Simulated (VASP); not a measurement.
# TiSi2 (Cmcm) in VASP: reference runs

How does TiSi2 come out in PBEsol? The cell is run as given and disturbed.

Program: VASP 6.6.1. These are calculated values, not measurements. Logs are shortened: lines on timing, memory, paths and dates and some standing lists are left out, and cuts for length are marked.

## 1. Starting point

It takes space group Cmcm (No. 63, orthorhombic). Conventional cell: a = 3.530 Å, b = 13.519 Å, c = 3.565 Å, α = 90.00°, β = 90.00°, γ = 90.00°. Around Ti (site symmetry m2m) lie 10 Si at 2.58 to 2.81 Å. Around Si (site symmetry m2m) lie 4 Si at 2.51 Å and 4 Ti at 2.66 to 2.67 Å. Si (site symmetry m2m) has 2 Si at 2.38 Å and 4 Ti at 2.58 Å as nearest neighbours.

The cell comes from a database or a generator and needn't be the stable form of this composition.

## 2. Single point, PBEsol

The input, INCAR:

```
SYSTEM = TiSi2
ALGO = Normal ; EDIFF = 1E-7
ENCUT = 520 ; GGA = PS
ISIF = 2 ; ISMEAR = -1
KPAR = 2 ; LASPH = .TRUE.
LCHARG = .TRUE. ; LREAL = .FALSE.
LVHAR = .TRUE. ; LWAVE = .FALSE.
NBANDS = 29 ; NELM = 100
PREC = Accurate ; SIGMA = 0.05
```

The input, KPOINTS:

```
k-points
0
G
  8 8 8
  0 0 0
```

The input, POSCAR:

```
TiSi2
1.0
    1.7651050250     -6.7592815350      0.0000000000
    1.7651050250      6.7592815350      0.0000000000
    0.0000000000      0.0000000000      3.5651739700
Ti Si
2 4
Direct
    0.1031180800      0.8968819200      0.2500000000
    0.8968819200      0.1031180800      0.7500000000
    0.7503148200      0.2496851800      0.2500000000
    0.2496851800      0.7503148200      0.7500000000
    0.4417485500      0.5582514500      0.2500000000
    0.5582514500      0.4417485500      0.7500000000
```

Potentials or basis: VASP PAW PBE potentials, release 64 (Ti_sv, Si).

Started as:

```sh
$ cat potpaw_PBE.64/Ti_sv/POTCAR potpaw_PBE.64/Si/POTCAR > POTCAR
$ mpirun -np 2 vasp_std > vasp.out
```

OUTCAR:

```text
SYSTEM = TiSi2
   EDIFF = 1E-7
   ENCUT = 520
   GGA = PS
   ISIF = 2
   ISMEAR = -1
   LASPH = .TRUE.
   LREAL = .FALSE.
   NELM = 100
   PREC = Accurate

 ion  position               nearest neighbor table
   1  0.103  0.897  0.250-   6 2.58   6 2.58   6 2.58   6 2.58   3 2.66   3 2.66   4 2.67   4 2.67
                             5 2.81   5 2.81
   2  0.897  0.103  0.750-   5 2.58   5 2.58   5 2.58   5 2.58   4 2.66   4 2.66   3 2.67   3 2.67
                             6 2.81   6 2.81
   3  0.750  0.250  0.250-   4 2.51   4 2.51   4 2.51   4 2.51   1 2.66   1 2.66   2 2.67   2 2.67
                             5 3.13   5 3.13
   4  0.250  0.750  0.750-   3 2.51   3 2.51   3 2.51   3 2.51   2 2.66   2 2.66   1 2.67   1 2.67
                             6 3.13   6 3.13
   5  0.442  0.558  0.250-   6 2.38   6 2.38   2 2.58   2 2.58   2 2.58   2 2.58   1 2.81   1 2.81
                             3 3.13   3 3.13
   6  0.558  0.442  0.750-   5 2.38   5 2.38   1 2.58   1 2.58   1 2.58   1 2.58   2 2.81   2 2.81
                             4 3.13   4 3.13

  LATTYP: Found a base centered orthorhombic cell.
 ALAT       =     3.5302100500
 B/A-ratio  =     3.8293934011
 C/A-ratio  =     1.0099042039

  Lattice vectors:

 A1 = (   1.7651050250,  -6.7592815350,   0.0000000000)
 A2 = (   1.7651050250,   6.7592815350,   0.0000000000)
 A3 = (   0.0000000000,   0.0000000000,   3.5651739700)

Analysis of symmetry for initial positions (statically):
=====================================================================
 Subroutine PRICEL returns:
 Original cell was already a primitive cell.

 Routine SETGRP: Setting up the symmetry group for a
 base centered orthorhombic supercell.

 Subroutine GETGRP returns: Found  8 space group operations
 (whereof  4 operations were pure point group operations)
 out of a pool of  8 trial point group operations.

The static configuration has the point symmetry C_2h.
 The point group associated with its full space group is D_2h.

Analysis of symmetry for dynamics (positions and initial velocities):
=====================================================================
 Subroutine PRICEL returns:
 Original cell was already a primitive cell.

 Routine SETGRP: Setting up the symmetry group for a
 base centered orthorhombic supercell.

 Subroutine GETGRP returns: Found  8 space group operations
 (whereof  4 operations were pure point group operations)
 out of a pool of  8 trial point group operations.

The dynamic configuration has the point symmetry C_2h.
 The point group associated with its full space group is D_2h.

 Subroutine INISYM returns: Found  8 space group operations
 (whereof  4 operations are pure point group operations),
 and found     1 'primitive' translations

----------------------------------------------------------------------------------------

                                     Primitive cell

  volume of cell :      85.0711

  direct lattice vectors                    reciprocal lattice vectors
     1.765105025 -6.759281535  0.000000000     0.283269263 -0.073972359  0.000000000
     1.765105025  6.759281535  0.000000000     0.283269263  0.073972359  0.000000000
     0.000000000  0.000000000  3.565173970     0.000000000  0.000000000  0.280491221

  length of vectors
     6.985948942  6.985948942  3.565173970     0.292768484  0.292768484  0.280491221

  position of ions in fractional coordinates (direct lattice)
     0.103118080  0.896881920  0.250000000
     0.896881920  0.103118080  0.750000000
     0.750314820  0.249685180  0.250000000
     0.249685180  0.750314820  0.750000000
     0.441748550  0.558251450  0.250000000
     0.558251450  0.441748550  0.750000000

  ion indices of the primitive-cell ions
   primitive index   ion index
                 1           1
                 2           2
                 3           3
                 4           4
                 5           5
                 6           6

----------------------------------------------------------------------------------------

 KPOINTS: k-points

Automatic generation of k-mesh.
 Grid dimensions read from file:
 generate k-points for:    8    8    8

 Generating k-lattice:

  Cartesian coordinates                     Fractional coordinates (reciprocal lattice)
     0.035408658 -0.009246545  0.000000000     0.125000000  0.000000000  0.000000000
     0.035408658  0.009246545  0.000000000     0.000000000  0.125000000  0.000000000
     0.000000000  0.000000000  0.035061403     0.000000000  0.000000000  0.125000000

  Length of vectors
     0.036596061  0.036596061  0.035061403

  Shift w.r.t. Gamma in fractional coordinates (k-lattice)
     0.000000000  0.000000000  0.000000000

 Subroutine IBZKPT returns following result:
 ===========================================

 Found    105 irreducible k-points:

 Following reciprocal coordinates:
            Coordinates               Weight
  0.000000  0.000000  0.000000      1.000000
  0.125000 -0.000000  0.000000      4.000000
  0.250000 -0.000000  0.000000      4.000000
  0.375000  0.000000  0.000000      4.000000
  0.500000 -0.000000  0.000000      2.000000
  0.125000  0.125000  0.000000      2.000000
[... 16 lines left out ...]
  0.125000 -0.000000  0.125000      8.000000
  0.250000 -0.000000  0.125000      8.000000
 [... further k-points ...]
   k-points           NKPTS =    105   k-points in BZ     NKDIM =    105   number of bands    NBANDS=     29
   number of dos      NEDOS =    301   number of ions     NIONS =      6
   total plane-waves  NPLWV =  81648
   dimension x,y,z NGX =    54 NGY =   54 NGZ =   28
   dimension x,y,z NGXF=   108 NGYF=  108 NGZF=   56
   ions per type =               2   4
   NGX,Y,Z   is equivalent  to a cutoff of  12.85, 12.85, 13.06 a.u.
   NGXF,Y,Z  is equivalent  to a cutoff of  25.70, 25.70, 26.11 a.u.
 SYSTEM =  TiSi2
   PREC   = accura    normal or accurate (medium, high low for compatibility)
   ISTART =      0    job   : 0-new  1-cont  2-samecut
   ICHARG =      2    charge: 1-file 2-atom 10-const
   ISPIN  =      1    spin polarized calculation?
   LNONCOLLINEAR =      F non collinear calculations
   LSORBIT =      F    spin-orbit coupling
   LASPH  =      T    aspherical Exc in radial PAW
   ENCUT  =  520.0 eV  38.22 Ry    6.18 a.u.  12.99 12.99  6.63*2*pi/ulx,y,z
   NELM   =    100;   NELMIN=  2; NELMDL= -5     # of ELM steps
   EDIFF  = 0.1E-06   stopping-criterion for ELM
   LREAL  =      F    real-space projection
   EDIFFG = 0.1E-05   stopping-criterion for IOM
   NSW    =      0    number of steps for IOM
   IBRION =     -1    ionic relax: 0-MD 1-quasi-New 2-CG
   NFREE  =      0    steps in history (QN), initial steepest desc. (CG)
   ISIF   =      2    stress and relaxation
   ISYM   =      2    0-nonsym 1-usesym 2-fastsym
   POTIM  = 0.5000    time-step for ionic-motion
   TEBEG  =    0.0;   TEEND  =   0.0 temperature during run
   PSTRESS=    0.0 pullay stress
   NELECT =      40.0000    total number of electrons
   NUPDOWN=      -1.0000    fix difference up-down
   EMIN   =  10.00;   EMAX   =-10.00  energy-range for DOS
   EFERMI =   0.00;   METHOD = LEGACY
   ISMEAR =    -1;   SIGMA  =   0.05  broadening in eV -4-tet -1-fermi 0-gaus
   EFERMI_NEDOS =   21; number of points for ismear=-14 and -15
   IALGO  =     38    algorithm
   IMIX   =      4    mixing-type and parameters
     AMIX     =   0.40;   BMIX     =  1.00
     AMIX_MAG =   1.60;   BMIX_MAG =  1.00
  volume/ion in A,a.u.               =      14.18        95.68
  Fermi-wavevector in a.u.,A,eV,Ry     =   1.273017  2.405653 22.049227  1.620572
  Thomas-Fermi vector in A             =   2.405864
   LORBIT       =      0    0 simple, 1 ext, 2 COOP (PROOUT), +10 PAW based schemes
   GGA     = PS    functional components
   LHFCALC =     F    Hartree Fock is set to
   AEXX    =    0.0000 exact exchange contribution
   IVDW    =     0    specifies the selected vdW correction
   LEPSILON=     F    determine dielectric tensor
   LRPA    =     F    only Hartree local field effects (RPA)
 non-spin polarized calculation
  energy-cutoff  :      520.00
  volume of cell :       85.07
 maximum number of plane-waves:      2316
 NGX is ok and might be reduce to    54
   NGX = 25   NGY = 25   NGZ = 13

 number of electron      40.0000005 magnetization

 Free energy of the ion-electron system (eV)
  ---------------------------------------------------
  ext. energy  EPLUGINS =         0.00000000
  ---------------------------------------------------
  free energy    TOTEN  =       -43.68446972 eV

  energy without entropy =      -43.67246196  energy(sigma->0) =      -43.67846584

 E-fermi :  10.4731     XC(G=0): -11.7309

 val. band max:       10.4495417230   @ k =   0.3750   0.2500   0.1250
 cond. band min:      10.4773184597   @ k =   0.5000   0.2500   0.0000
 fundamental gap:      0.0277767367
 Fermi energy:        10.4731066914

 k-point     1 :       0.0000    0.0000    0.0000
  band No.  band energies     occupation
      1     -46.1122      2.00000
      2     -46.1026      2.00000
      3     -22.5700      2.00000
      4     -22.5310      2.00000
      5     -22.5193      2.00000
      6     -22.5178      2.00000
[... 21 lines left out ...]
     28      13.3987      0.00000
     29      13.6077      0.00000

 k-point     2 :       0.1250   -0.0000    0.0000
  band No.  band energies     occupation
      1     -46.1115      2.00000
      2     -46.1020      2.00000
      3     -22.5680      2.00000
      4     -22.5424      2.00000
      5     -22.5282      2.00000
      6     -22.5182      2.00000
[... 21 lines left out ...]
     28      13.5253      0.00000
     29      13.5321      0.00000

 k-point     3 :       0.2500   -0.0000    0.0000
  band No.  band energies     occupation
      1     -46.1099      2.00000
      2     -46.1005      2.00000
      3     -22.5704      2.00000
      4     -22.5626      2.00000
      5     -22.5531      2.00000
      6     -22.5155      2.00000
[... 21 lines left out ...]
     28      13.5150      0.00000
     29      14.5029      0.00000

 k-point     4 :       0.3750    0.0000    0.0000
  band No.  band energies     occupation
      1     -46.1083      2.00000
      2     -46.0990      2.00000
      3     -22.5975      2.00000
      4     -22.5780      2.00000
      5     -22.5578      2.00000
      6     -22.5129      2.00000
[... 21 lines left out ...]
     28      13.3224      0.00000
     29      14.1502      0.00000

 k-point     5 :       0.5000   -0.0000    0.0000
  band No.  band energies     occupation
      1     -46.1076      2.00000
      2     -46.0984      2.00000
      3     -22.6087      2.00000
      4     -22.5883      2.00000
      5     -22.5558      2.00000
      6     -22.5118      2.00000
[... 21 lines left out ...]
     28      13.5093      0.00000
     29      13.8275      0.00000
[... 510 lines left out ...]
     28      13.5549      0.00000
     29      13.9297      0.00000

 k-point    22 :       0.0000    0.0000    0.1250
  band No.  band energies     occupation
      1     -46.1113      2.00000
      2     -46.1024      2.00000
      3     -22.5676      2.00000
      4     -22.5305      2.00000
      5     -22.5296      2.00000
      6     -22.5175      2.00000
[... 21 lines left out ...]
     28      13.6013      0.00000
     29      13.8886      0.00000

 k-point    23 :       0.1250   -0.0000    0.1250
  band No.  band energies     occupation
      1     -46.1106      2.00000
      2     -46.1018      2.00000
      3     -22.5656      2.00000
      4     -22.5409      2.00000
      5     -22.5294      2.00000
      6     -22.5278      2.00000
[... 21 lines left out ...]
     28      13.7763      0.00000
     29      13.8427      0.00000

 k-point    24 :       0.2500   -0.0000    0.1250
  band No.  band energies     occupation
      1     -46.1090      2.00000
      2     -46.1003      2.00000
      3     -22.5686      2.00000
      4     -22.5605      2.00000
      5     -22.5526      2.00000
      6     -22.5266      2.00000
[... 21 lines left out ...]
     28      13.8161      0.00000
     29      14.1181      0.00000

 [... further k-points ...]
[... 5 lines left out ...]
  --------------------------------------------------------------------------------------
  -------------------------------------------------------------------------------------
  Total       -1.1464058     -1.2943975     -0.8102198      0.0000000      0.0000000      0.0000000
  in kB      -21.5907204    -24.3779074    -15.2591943      0.0000000      0.0000000      0.0000000
  external PRESSURE =     -20.4092740 kB  Pullay stress =       0.0000000 kB

 VOLUME and BASIS-vectors are now :
 -----------------------------------------------------------------------------
  energy-cutoff  :      520.00
  volume of cell :       85.07
      direct lattice vectors                 reciprocal lattice vectors
     1.765105025 -6.759281535  0.000000000     0.283269263 -0.073972359  0.000000000
     1.765105025  6.759281535  0.000000000     0.283269263  0.073972359  0.000000000
     0.000000000  0.000000000  3.565173970     0.000000000  0.000000000  0.280491221

 POSITION                                       TOTAL-FORCE (eV/Angst)
 -----------------------------------------------------------------------------------
      1.76511      5.36527      0.89129         0.000000      0.006313     -0.000000
      1.76511     -5.36527      2.67388         0.000000     -0.006313      0.000000
      1.76511     -3.38390      0.89129         0.000000     -0.010848     -0.000000
      1.76511      3.38390      2.67388         0.000000      0.010848      0.000000
      1.76511      0.78748      0.89129         0.000000      0.203354     -0.000000
      1.76511     -0.78748      2.67388         0.000000     -0.203354     -0.000000
 -----------------------------------------------------------------------------------
    total drift:                                0.000000      0.000000      0.000000

  FREE ENERGIE OF THE ION-ELECTRON SYSTEM (eV)
  ---------------------------------------------------
  free  energy   TOTEN  =       -43.6844697238 eV

  energy  without entropy=      -43.6724619585  energy(sigma->0) =      -43.67846584
```

It took 2.4 min on 2 MPI ranks of Intel Xeon 6975P-C (Granite Rapids), shared host; peak memory 0.4 GiB.

Results:

| Item | Value |
| --- | --- |
| Free energy | -43.6845 eV |
| Pressure | -2.0 GPa |
| Largest force | 0.203 eV/Å |
| Band gap on the k mesh | none (metal or under the smearing width) |

Forces in eV/Å, atoms in the order of the input:
```
Ti   0.000  0.006  0.000
Ti   0.000 -0.006  0.000
Si   0.000 -0.011  0.000
Si   0.000  0.011  0.000
Si   0.000  0.203  0.000
Si   0.000 -0.203  0.000
```

Caveat: the PAW data sets were made with another functional, which shifts forces and pressure a little.

## 3. Single point, PBEsol (atoms moved at random, drawn with an rms of 0.05 Å)

INCAR is that of step 2.

KPOINTS is that of step 2.

The input, POSCAR:

```
TiSi2
1.0
    1.7651050250     -6.7592815350      0.0000000000
    1.7651050250      6.7592815350      0.0000000000
    0.0000000000      0.0000000000      3.5651739700
Ti Si
2 4
Direct
    0.1002470000      0.9005650000      0.2609320000
    0.8933300000      0.1052870000      0.7662920000
    0.7562150000      0.2515650000      0.2505730000
    0.2370070000      0.7422680000      0.7436270000
    0.4448900000      0.5558850000      0.2548310000
    0.5499490000      0.4331500000      0.7490760000
```

Potentials or basis: VASP PAW PBE potentials, release 64 (Ti_sv, Si).

Started as:

```sh
$ cat potpaw_PBE.64/Ti_sv/POTCAR potpaw_PBE.64/Si/POTCAR > POTCAR
$ mpirun -np 2 vasp_std > vasp.out
```

Run time: 6.9 min. Hardware: 2 MPI ranks of Intel Xeon 6975P-C (Granite Rapids), shared host; peak memory 0.64 GiB.

Results (log left out):

```yaml
Free_energy: -43.6062 eV
Pressure: -1.5 GPa
Largest_force: 0.695 eV/Å
Band_gap_on_the_k_mesh: none (metal or under the smearing width)
```

Forces on the atoms (eV/Å):
```
Ti  -0.261 -0.413 -0.495
Ti  -0.072 -0.384 -0.565
Si  -0.280  0.436  0.068
Si   0.363  0.003  0.330
Si  -0.028  0.625  0.154
Si   0.279 -0.267  0.508
```

Stress tensor (GPa, compression positive):
```
-2.25  0.25  0.16
 0.25 -1.73 -0.04
 0.16 -0.04 -0.54
```

Levels at points of the mesh, in eV from the Fermi level:
```
           k point  band 16  band 17  band 18  band 19  band 20  band 21  band 22  band 23  band 24  band 25
(0.00, 0.00, 0.00)    -2.59    -2.19    -2.13    -2.10     0.44     0.65     0.84     0.85     1.34     1.41
(0.50, 0.00, 0.00)    -2.48    -1.71    -1.47    -0.70    -0.62    -0.41     1.11     1.39     1.63     1.74
(0.00, 0.50, 0.00)    -2.43    -1.56    -1.55    -0.82    -0.69    -0.51     1.09     1.51     1.64     1.81
(0.50, 0.50, 0.00)    -2.76    -2.52    -2.01    -1.20     0.37     0.66     0.69     0.93     1.11     2.11
(0.00, 0.00, 0.50)    -2.25    -1.75    -1.65    -0.10     0.11     0.85     0.89     1.28     1.57     1.60
(0.50, 0.00, 0.50)    -4.05    -3.26    -3.20    -2.48    -2.43     1.68     1.77     1.84     1.86     2.48
(0.00, 0.50, 0.50)    -4.04    -3.27    -3.20    -2.44    -2.40     1.71     1.77     1.84     1.86     2.44
(0.50, 0.50, 0.50)    -3.26    -2.11    -1.99    -0.90    -0.81     0.44     0.45     1.63     1.65     2.38
```

Caveat: the PAW data sets were made with another functional, which shifts forces and pressure a little.
